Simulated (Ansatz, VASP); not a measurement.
**Two plane-wave programs on B**

Contents of INCAR:

```
SYSTEM = B
  PREC = Accurate
  ENCUT = 520
  EDIFF = 1E-6
  ISMEAR = 0
  SIGMA = 0.1
  LREAL = .FALSE.
  LASPH = .TRUE.
  NELM = 100
  ALGO = Normal
  ISIF = 2
  LWAVE = .FALSE.
  LCHARG = .TRUE.
  GGA = PE
  LELF = .TRUE.
  LVHAR = .TRUE.
  NBANDS = 22
```

The input KPOINTS:

```
regular mesh
0
G
  4 4 6
  0 0 0
```

The input POSCAR:

```
B
1.0
    6.0361211100      0.0000000000      0.0000000000
    0.0000000000      6.0361211100      0.0000000000
    0.0000000000      0.0000000000      2.8480366000
B
8
Direct
    0.5000000000      0.9350230500      0.0000000000
    0.5000000000      0.0649769500      0.5000000000
    0.0649769500      0.5000000000      0.7500000000
    0.9350230500      0.5000000000      0.2500000000
    0.5000000000      0.6678200100      0.0000000000
    0.5000000000      0.3321799900      0.5000000000
    0.3321799900      0.5000000000      0.7500000000
    0.6678200100      0.5000000000      0.2500000000
```

Input for Ansatz:

```yaml
crystal:
  lattice:
    - [6.03612111, 0.0, 0.0]
    - [0.0, 6.03612111, 0.0]
    - [0.0, 0.0, 2.8480366]
  atoms:
    - { symbol: B, position: [0.5, 0.93502305, 0.0] }
    - { symbol: B, position: [0.5, 0.06497695, 0.5] }
    - { symbol: B, position: [0.06497695, 0.5, 0.75] }
    - { symbol: B, position: [0.93502305, 0.5, 0.25] }
    - { symbol: B, position: [0.5, 0.66782001, 0.0] }
    - { symbol: B, position: [0.5, 0.33217999, 0.5] }
    - { symbol: B, position: [0.33217999, 0.5, 0.75] }
    - { symbol: B, position: [0.66782001, 0.5, 0.25] }
basis:
  ecutwfc: 420
kpoints:
  mp_grid: { grid: [4, 4, 6] }
hamiltonian:
  xc: pbe
scf:
  occupations: { method: gaussian, width: 0.1 }
  lower_state_search: "off"
output:
  forces: true
  stress: true
  eigenvalues: true
```

Alike in both runs: task single point; functional PBE; k mesh 4 × 4 × 6; occupations gaussian, width 0.1 eV; no spin polarisation.

|  | VASP | Ansatz |
| --- | --- | --- |
| version | VASP 6.6.1 | Ansatz 0.2.0 |
| potentials or method | VASP PAW PBE potentials, release 64 (B) | scalar-relativistic, plane waves, PAW |
| plane-wave cutoff (eV) | 520 | 420 |
| valence electrons in the cell | 24 | 24 |

|  | VASP | Ansatz | Ansatz less VASP |
| --- | --- | --- | --- |
| gap on the k mesh at the Fermi level (eV) | none | none | - |
| pressure (GPa) | 14.2 | 14.2 | 0.00 |
| largest component of the traceless stress (GPa) | 6.37 | 6.36 | -0.011 |
| rms of the force components (eV/Å) | 0.500 | 0.496 | -0.0042 |

Atom by atom the forces differ by 0.004 eV/Å (rms over components). A gap of «none» marks a metal or a gap that the smearing closes.

Caveats: the k mesh is coarse (spacing up to 0.37 Å⁻¹), so the values aren't converged; forces of over 1 eV/Å show positions far from the minimum, so gaps and moduli don't describe the material at rest.
